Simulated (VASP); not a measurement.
GaSb: single point with BLYP+D4

**Measured values to compare with.**

From a printed reference work, data compilation, for a bulk crystal of GaSb at 4.2 K: band gap 0.811 eV (direct).

The system is GaSb.

```
Sb Ga
1.0
     0.00000    3.01766    3.01766
     3.01766    0.00000    3.01766
     3.01766    3.01766    0.00000
Sb Ga
1 1
Direct
  0.75000 0.75000 0.75000
  0.00000 0.00000 0.00000
```

- Program: VASP 6.6.1
- Task: single point
- Functional: BLYP
- Dispersion: D4
- Potentials or basis: VASP PAW PBE potentials, release 64 (Sb_d_GW, Ga_d)
- Cutoff: 500 eV
- k mesh: 8 × 8 × 8
- Occupations: fermi-dirac, width 0.05 eV
- Spin: no spin polarisation

```
Pressure                   : 2.7 GPa
Band gap on the k mesh     : 0.17 eV, direct
Dispersion energy per atom : -0.832 eV
```

Levels at points of the mesh, in eV from the valence-band top:
| k point | band 11 | band 12 | band 13 | band 14 | band 15 | band 16 | band 17 | band 18 |
| --- | --- | --- | --- | --- | --- | --- | --- | --- |
| (0.00, 0.00, 0.00) | -11.77 | 0.00 | 0.00 | 0.00 | 0.17 | 2.81 | 2.81 | 2.81 |
| (0.50, 0.00, 0.00) | -10.07 | -6.55 | -1.21 | -1.21 | 0.48 | 3.84 | 3.84 | 6.70 |
| (0.50, 0.50, 0.00) | -9.19 | -7.01 | -2.68 | -2.68 | 0.96 | 1.34 | 8.92 | 8.92 |

Wall time 42 s on 1 thread of Intel(R) Xeon(R) 6975P-C (Granite Rapids), with other jobs on the host, peak memory 0.2 GiB.

Measured gap of GaSb: 0.811 eV (direct; 4.2 K; a printed reference work, data compilation). This calculation gives 0.17 eV (-0.65 eV). Spin-orbit coupling on Ga, Sb is left out. The value is that of BLYP+D4 on a finite k mesh, which can miss the band edges, without temperature or zero-point motion. Semilocal functionals fall short of measured gaps as a rule.

Caveat: the PAW data sets were made with another functional, which shifts forces and pressure a little; spin-orbit coupling is left out, which moves the levels of the heavy elements.
